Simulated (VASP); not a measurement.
# From VASP inputs to Ansatz: BaS (rocksalt)

INCAR

```
IBRION = -1
LCHARG = .FALSE.
LASPH = .TRUE.
LWAVE = .FALSE.
NSW = 0
NELM = 120
LREAL = .FALSE.
ENCUT = 520
EDIFF = 1E-7
NBANDS = 15
ISMEAR = 0
PREC = Accurate
ISIF = 2
SIGMA = 0.01
GGA = PS
```

KPOINTS

```
KPOINTS created by Atomic Simulation Environment
0
Gamma
8 8 8
0 0 0
```

KPOINTS_OPT

```
special points
6
Reciprocal
0.0000000000 0.0000000000 0.0000000000 1
0.5000000000 0.0000000000 0.5000000000 1
0.5000000000 0.2500000000 0.7500000000 1
0.3750000000 0.3750000000 0.7500000000 1
0.5000000000 0.5000000000 0.5000000000 1
0.6250000000 0.2500000000 0.6250000000 1
```

POSCAR

```
Ba S
 1.0000000000000000
     0.0000000000000000    3.2117958737464081    3.2117958737464081
     3.2117958737464081    0.0000000000000000    3.2117958737464081
     3.2117958737464081    3.2117958737464081   -0.0000000000000000
 Ba  S
   1   1
Cartesian
 -0.0000000000000000 -0.0000000000000000 -0.0000000000000000
  3.2117958737464081  3.2117958737464081  3.2117958737464081
```

VASP ran with the recommended PBE PAW datasets (16 valence electrons in the cell).

Translate these files to an Ansatz input.



```yaml
crystal:
  lattice:
    - [0.0, 3.2117958737, 3.2117958737]
    - [3.2117958737, 0.0, 3.2117958737]
    - [3.2117958737, 3.2117958737, 0.0]
  atoms:
    - { symbol: Ba, position: [0.0, 0.0, 0.0] }
    - { symbol: S, position: [0.5, 0.5, 0.5] }
kpoints:
  mp_grid: { grid: [8, 8, 8] }
  band_path:
    path:
      - [0.0, 0.0, 0.0]
      - [0.5, 0.0, 0.5]
      - [0.5, 0.25, 0.75]
      - [0.375, 0.375, 0.75]
      - [0.5, 0.5, 0.5]
      - [0.625, 0.25, 0.625]
    npoints: 1
hamiltonian:
  xc: pbesol
scf:
  occupations: { method: fixed }
  n_extra_bands: 4
output:
  forces: true
  stress: true
  eigenvalues: true
```

Other inputs would serve too.

```tsv
	VASP	Ansatz
gap between bands v and c	2.01 eV	2.11 eV
least direct gap	2.16 eV	2.23 eV
pressure	-1.2 GPa	-1.8 GPa
```

Each program uses its own PAW datasets. VASP's cell holds 16 valence electrons and Ansatz's 16. Ansatz's stress includes a Pulay correction; VASP's doesn't.
